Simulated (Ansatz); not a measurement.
## A strain series on LiCl (wurtzite): epitaxial in the xy plane

LiCl (wurtzite), relaxed with r2SCAN in Ansatz, then strained (epitaxial in the xy plane; changes of length per length, axes as in the cell below) with the atoms relaxed again within the symmetry that is left. The symmetry is P6_3mc (No. 186, hexagonal); a = 3.894 Å, c = 6.224 Å in the conventional setting, 20.44 Å³ an atom. Li is surrounded by 4 Cl at 2.37 Å; Cl is surrounded by 4 Li at 2.37 Å. Spin-unpolarised throughout. Whether this structure exists isn't addressed.

```xyz
4
Lattice="3.8942 0.0000 0.0000 -1.9471 3.3725 0.0000 0.0000 0.0000 6.2245" Properties=species:S:1:pos:R:3 pbc="T T T"
Li    0.0000    2.2483   -0.0195
Li    1.9471    1.1242    3.0928
Cl    0.0000    2.2483    2.3536
Cl    1.9471    1.1242    5.4659
```

Gaps are the least over each mesh (PBE 12×12×4, r2SCAN 12×12×4, HSE06 6×6×4 when unstrained) and the special points, which keep their unstrained names; stress is the change from the unstrained cell, compression positive.

```
strain (%)  free normal strain (%)  gap, PBE (eV)  gap, r2SCAN (eV)  gap, HSE06 (eV)  edges, HSE06  in-plane stress, r2SCAN (GPa)  energy rise, r2SCAN (meV/atom)
      -4.2                   +3.71          6.106             6.775            7.448             Γ                          +2.12                            10.6
     -3.15                   +2.91          6.111             6.781            7.453             Γ                          +1.50                             5.8
       0.0                    0.00          6.020             6.684            7.353             Γ                           0.00                             0.0
```

Task: Estimate the row for a strain of -1.0 %.

Result:
```
strain (%)  free normal strain (%)  gap, PBE (eV)  gap, r2SCAN (eV)  gap, HSE06 (eV)  edges, HSE06  in-plane stress, r2SCAN (GPa)  energy rise, r2SCAN (meV/atom)
      -1.0                   +1.04          6.105             6.773            7.442             Γ                          +0.42                             0.6
```

The meshes of the hybrids are coarse, so their gaps aren't converged to the digits shown.
